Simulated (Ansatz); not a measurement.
# Ca: strain and displacement

```
Ca
1.0
     3.98000    0.00000    0.00000
    -1.99000    3.44678    0.00000
     0.00000    0.00000    6.52000
Ca
2
Direct
  0.33333 0.66667 0.25000
  0.66667 0.33333 0.75000
```

Atom numbers follow the list: Ca1, Ca2.

The structure is an experimental refinement, used without relaxation. It was measured hot, at 723 K.

The calculation used Ansatz 0.2.0, DFT, PBE, all-electron LAPW, scalar-relativistic.

Numerical set-up: a Γ-centred 11×11×6 k mesh, Fermi–Dirac smearing of 0.08 eV, basis error target 0.5 meV/atom, no spin polarisation.

The unchanged cell is at -0.83 GPa.

In a metal, stresses and small energies carry noise from the k mesh.

x, y and z are the Cartesian axes of the cell as listed; fractional coordinates follow a strain, and an engineering shear is twice the off-diagonal strain component.

(1) One change gave: energy change +1 meV/atom; stress change (xx, yy, zz, yz, xz, xy) 0.23, 0.23, -0.49, 0.00, 0.00, 0.00 GPa, compression positive. Which change was it?
A. z strained by -2 % at fixed volume
B. atom 1 (Ca) moved by (0.1414, 0.1414, 0.0000) Å
C. z strained by +1.5 % at fixed volume

## Answers

(1) C. For z strained by -2 % at fixed volume: energy change +3 meV/atom; stress change (xx, yy, zz, yz, xz, xy) -0.25, -0.25, 0.60, 0.00, 0.00, 0.00 GPa, compression positive. For atom 1 (Ca) moved by (0.1414, 0.1414, 0.0000) Å: energy change +3 meV/atom; stress change (xx, yy, zz, yz, xz, xy) -0.25, 0.20, 0.06, 0.00, 0.00, -0.23 GPa, compression positive; change of the force on Ca1 (-0.037, -0.050, 0.000) eV/Å.
